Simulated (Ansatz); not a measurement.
The system is CrCuO2.

```
CELL_PARAMETERS angstrom
1.48670 0.85835 5.70000
-1.48670 0.85835 5.70000
0.00000 -1.71669 5.70000
ATOMIC_POSITIONS crystal
Cu 0.00000 0.00000 0.00000
Cr 0.50000 0.50000 0.50000
O 0.89208 0.89208 0.89208
O 0.10792 0.10792 0.10792
```

```yaml
Program: Ansatz 0.2.0
Task: relaxation of cell and atoms
Functional: LDA
Potentials_or_basis: Ansatz PAW
Cutoff: "420 eV (not typed: the program's choice for these potentials)"
k_mesh: 10 × 10 × 10
Occupations: fermi-dirac, width 0.05 eV
Spin: collinear spin, ferromagnetic start
Starting_moments: "[0.6, 3.0, 0.0, 0.0] μB"
```

At the start: volume 10.91 Å³/atom.

Problem. Where does the relaxation end?

Solution. It ends after 8 steps and the volume is 10.35 Å³/atom (-5.2 %); space group R-3m (No. 166, to 0.05 Å); moment 3.00 μB per cell.

Step by step:
| step | energy change (eV) | largest force (eV/Å) | volume (Å³) |
| --- | --- | --- | --- |
| 1 | 0.0000 | 0.0757 | 43.64 |
| 2 | -0.0670 | 0.0460 | 42.32 |
| 3 | -0.0863 | 0.0482 | 41.38 |
| 4 | -0.0861 | 0.0078 | 41.46 |
| 5 | -0.0860 | 0.0018 | 41.47 |
| 6 | -0.0768 | 0.0000 | 41.47 |
| 7 | -0.0774 | 0.0012 | 41.39 |
| 8 | -0.0769 | 0.0012 | 41.39 |

Final structure:
```yaml
crystal:
  lattice:
    - [1.46276, 0.84452, 5.58480]
    - [-1.46276, 0.84452, 5.58480]
    - [0.00000, -1.68905, 5.58480]
  atoms:
    - { symbol: Cu, position: [0.00000, 0.00000, 0.00000] }
    - { symbol: Cr, position: [0.50000, 0.50000, 0.50000] }
    - { symbol: O, position: [0.89217, 0.89217, 0.89217] }
    - { symbol: O, position: [0.10783, 0.10783, 0.10783] }
```

Caveat: the plane-wave basis is chosen anew once the cell has moved, so the energies of steps on either side of that aren't comparable; the pressure holds a Pulay correction of +0.9 GPa for the finite cutoff; only a ferromagnetic start was run, and an antiferromagnetic order may lie lower in energy; the PAW data sets come from PBE, with cores solved anew for the run's functional, which leaves a small shift of forces and pressure.
